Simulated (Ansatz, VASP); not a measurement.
Ca: VASP beside Ansatz

Contents of INCAR:

```
ALGO = Normal ; EDIFF = 1E-6
ENCUT = 520 ; GGA = RE
ISIF = 2 ; ISMEAR = -1
LASPH = True ; LCHARG = False
LREAL = False ; LWAVE = False
NBANDS = 11 ; NELM = 80
PREC = Accurate ; SIGMA = 0.1
```

File KPOINTS:

```
k-points
0
Gamma
  11 11 11
```

File POSCAR:

```
Ca
1.0
   -2.2232979001      2.2232979001      2.2232979001
    2.2232979001     -2.2232979001      2.2232979001
    2.2232979001      2.2232979001     -2.2232979001
Ca
1
Direct
    0.0000000000      0.0000000000      0.0000000000
```

Input for Ansatz:

```yaml
crystal:
  lattice:
    - [-2.2232979001, 2.2232979001, 2.2232979001]
    - [2.2232979001, -2.2232979001, 2.2232979001]
    - [2.2232979001, 2.2232979001, -2.2232979001]
  atoms:
    - { symbol: Ca, position: [0.0, 0.0, 0.0] }
hamiltonian:
  xc: revpbe
  pseudopotentials:
    kind: paw
    azcp:
      Ca: "pseudopotentials/Ca.paw.azcp"
basis:
  ecutwfc: 420
  fft_grid_basis: typed
kpoints:
  mp_grid: { grid: [11, 11, 11], shift: [0, 0, 0] }
magnetization:
  spin_polarized: false
scf:
  occupations: { method: fermi_dirac, width: 0.1 }
  lower_state_search: "off"
output:
  stress: true
```

Alike in both runs: task single point; functional revPBE; k mesh 11 × 11 × 11; occupations fermi-dirac, width 0.1 eV; no spin polarisation.

|  | VASP | Ansatz |
| --- | --- | --- |
| version | VASP 6.6.1 | Ansatz 0.2.0 |
| potentials or method | VASP PAW PBE potentials, release 64 (Ca_sv) | plane waves (420 eV) with PAW, scalar-relativistic |
| plane-wave cutoff (eV) | 520 | 420 |
| valence electrons in the cell | 10 | 10 |

|  | VASP | Ansatz | Ansatz less VASP |
| --- | --- | --- | --- |
| pressure (GPa) | 0.0 | 0.0 | -0.02 |

With one functional, cell and mesh, what is left measures potentials, basis and numerics.

Caveats: the PAW data sets were made with another functional, which shifts forces and pressure a little (VASP).
